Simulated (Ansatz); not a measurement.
Crystal: CdF2.

```xyz
3
Lattice="0.0000 2.6940 2.6940 2.6940 0.0000 2.6940 2.6940 2.6940 0.0000" Properties=species:S:1:pos:R:3 pbc="T T T"
Cd    0.0000    0.0000    0.0000
F     4.0410    4.0410    4.0410
F     1.3470    1.3470    1.3470
```

| Property | Result |
| --- | --- |
| Program | Ansatz 0.2.0 |
| Task | single point |
| Functional | PBEsol |
| Potentials or basis | all-electron LAPW, scalar-relativistic |
| Cutoff | 316 eV (chosen from the basis error) |
| Basis error allowed | 0.001 eV/atom |
| k mesh | 9 × 9 × 9 |
| Occupations | fermi-dirac, width 0.05 eV |
| Spin | no spin polarisation |

On this cell: pressure -0.2 GPa; largest force zero by symmetry; band gap on the k mesh 2.96 eV, indirect (least direct gap 3.42 eV).

The same run follows on a disturbed copy (atoms moved at random, drawn with an rms of 0.05 Å):

```
Cd F
1.0
     0.00000    2.69400    2.69400
     2.69400    0.00000    2.69400
     2.69400    2.69400    0.00000
Cd F
1 2
Cartesian
  0.0259 0.0315 0.0029
  4.0459 4.0797 4.0892
  1.2791 1.3784 1.3804
```

Question: What does the disturbed cell give?

Answer: The energy moves by +6.7 meV/atom; pressure 0.1 GPa; largest force 0.375 eV/Å; band gap on the k mesh 2.94 eV, indirect (least direct gap 3.37 eV).

Forces in eV/Å, atoms in the order of the input:
```
Cd  -0.274  0.042  0.186
F   -0.097 -0.019 -0.135
F    0.371 -0.023 -0.050
```

Stress tensor (GPa, compression positive):
```
 0.19  0.06 -0.17
 0.06  0.12  0.55
-0.17  0.55  0.07
```

Caveats: an odd mesh through Γ misses points on the zone boundary, where band edges often lie.
